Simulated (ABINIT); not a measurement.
PtS2 in ABINIT: the effect of potentials

PtS2:

```
Pt S
1.0
     3.54320    0.00000    0.00000
    -1.77160    3.06850    0.00000
     0.00000    0.00000    5.03880
Pt S
1 2
Direct
  0.00000 0.00000 0.00000
  0.66667 0.33333 0.77300
  0.33333 0.66667 0.22700
```

Alike in all runs:

| Item | Value |
| --- | --- |
| Program | ABINIT 10.8.3 (patched build) |
| Task | single point |
| Functional | PBEsol |
| k mesh | 9 × 9 × 5 |
| Occupations | fermi-dirac, width 0.05 eV |
| Spin | no spin polarisation |

```csv
potentials,cutoff,gap on the mesh (eV),pressure (GPa),largest force (eV/Å)
PseudoDojo NC SR PBEsol v0.4.1 standard,1143 eV,0.95,6.2,0.94
PseudoDojo NC SR PBEsol v0.4 stringent,1143 eV,0.95,6.2,0.94
JTH PAW PBE v2.0,544 eV,?,?,?
```

Question: What does the run with potentials JTH PAW PBE v2.0 give?

Answer: gap on the mesh 0.92 eV; pressure 7.3 GPa; largest force 1.08 eV/Å.

Caveats: spin-orbit coupling is left out, which moves the levels of the heavy elements; an odd mesh through Γ misses points on the zone boundary, where band edges often lie; the PAW data sets were made with another functional, which shifts forces and pressure a little (some runs).

The runs don't all hold the same shells in valence.

Runs at the PBE level aren't shown here.
